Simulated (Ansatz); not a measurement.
# A strain series on SrO (rocksalt): uniaxial along z, other directions held

SrO in the rocksalt structure, relaxed with r2SCAN in Ansatz, then strained (uniaxial along z, other directions held; changes of length per length, axes as in the cell below) with the atoms relaxed again within the symmetry that is left. It is cubic, Fm-3m (No. 225); conventional cell a = 5.160 Å, 17.17 Å³ an atom. Sr is surrounded by 6 O at 2.58 Å; O is surrounded by 6 Sr at 2.58 Å. The values are computed, spin-unpolarised, and not measurements.

```
Sr O
1.0
     0.00000    2.57989    2.57989
     2.57989    0.00000    2.57989
     2.57989    2.57989    0.00000
Sr O
1 1
Direct
  0.00000 0.00000 0.00000
  0.50000 0.50000 0.50000
```

Gaps are the least over each mesh (PBE 8×8×8, r2SCAN 8×8×8, HSE06 6×6×6 when unstrained) and the special points, which keep their unstrained names; stress is the change from the unstrained cell, compression positive.

```
strain (%)  gap, PBE (eV)  gap, r2SCAN (eV)  gap, HSE06 (eV)  edges, HSE06  stress along the strain, r2SCAN (GPa)  energy rise, r2SCAN (meV/atom)
     -5.23          2.988             3.461            4.502         Γ → X                                 +13.46                            33.8
     -4.84          3.018             3.492            4.528         Γ → X                                 +12.14                            28.4
      -1.0          3.265             3.745            4.749         Γ → X                                  +1.95                             1.0
       0.0          3.318             3.799            4.794         Γ → X                                   0.00                             0.0
     +1.76          3.288             3.767            4.762         Γ → X                                  -2.88                             2.8
     +3.29          3.267             3.743            4.739         Γ → X                                  -4.89                             9.2
```

Problem. Estimate the row for a strain of +2.13 %.

Solution.
```
strain (%)  gap, PBE (eV)  gap, r2SCAN (eV)  gap, HSE06 (eV)  edges, HSE06  stress along the strain, r2SCAN (GPa)  energy rise, r2SCAN (meV/atom)
     +2.13          3.283             3.761            4.756         Γ → X                                  -3.41                             4.1
```

Between zero and the nearest strains the slope of the HSE06 gap against strain is +0.045 eV per percent for negative and -0.018 for positive strain; it falls either way, as happens when edge states split or other valleys take over.

The meshes of the hybrids are coarse, so their gaps aren't converged to the digits shown.
